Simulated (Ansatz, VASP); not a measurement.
## Sn: VASP beside Ansatz

Contents of POSCAR:

```
Sn
1.0
    0.0000000000      3.2758916636      3.2758916636
    3.2758916636      0.0000000000      3.2758916636
    3.2758916636      3.2758916636      0.0000000000
Sn
2
Direct
    0.7500000000      0.7500000000      0.7500000000
    0.5000000000      0.5000000000      0.5000000000
```

File INCAR.step1:

```
ALGO = Normal ; EDIFF = 1E-4
ENCUT = 520 ; GGA = PE
ISMEAR = -1 ; LASPH = True
LCHARG = False ; LREAL = False
LWAVE = True ; NBANDS = 21
NELM = 100 ; PREC = Accurate
SIGMA = 0.05
```

File INCAR.step2:

```
ALGO = Normal ; EDIFF = 1E-6
ENCUT = 520 ; ISIF = 2
ISMEAR = -1 ; ISTART = 1
LASPH = True ; LCHARG = True
LELF = True ; LMIXTAU = True
LREAL = False ; LVHAR = True
LWAVE = False ; METAGGA = R2SCAN
NBANDS = 21 ; NELM = 100
PREC = Accurate ; SIGMA = 0.05
```

Contents of KPOINTS:

```
k-points
0
Gamma
  7 7 7
```

File input.yaml:

```yaml
crystal:
  lattice:
    - [0.0, 3.2758916636, 3.2758916636]
    - [3.2758916636, 0.0, 3.2758916636]
    - [3.2758916636, 3.2758916636, 0.0]
  atoms:
    - { symbol: Sn, position: [0.75, 0.75, 0.75] }
    - { symbol: Sn, position: [0.5, 0.5, 0.5] }
hamiltonian:
  xc: r2scan
  pseudopotentials: { kind: paw }
kpoints:
  mp_grid: { grid: [7, 7, 7] }
scf:
  occupations: { method: fermi_dirac, width: 0.05 }
output:
  forces: true
  stress: true
  eigenvalues: true
```

This isn't the form of Sn at room conditions, which is tetragonal (white tin).

Alike in both runs: task single point; functional r2SCAN; k mesh 7 × 7 × 7; occupations fermi-dirac, width 0.05 eV; no spin polarisation.

```csv
,VASP,Ansatz
version,VASP 6.6.1,Ansatz 0.2.0
potentials or method,"VASP PAW PBE potentials, release 64 (Sn_d)",Ansatz PAW
plane-wave cutoff (eV),520,500
valence electrons in the cell,28,28
```

|  | VASP | Ansatz | Ansatz less VASP |
| --- | --- | --- | --- |
| gap on the k mesh at the Fermi level (eV) | none | none | - |
| pressure (GPa) | 0.3 | 0.3 | +0.03 |

A gap of «none» marks a metal or a gap that the smearing closes.

Caveats: the PAW data sets were made with another functional, which shifts forces and pressure a little (VASP); the PAW data sets come from PBE, with cores solved anew for the run's functional, which leaves a small shift of forces and pressure (Ansatz).
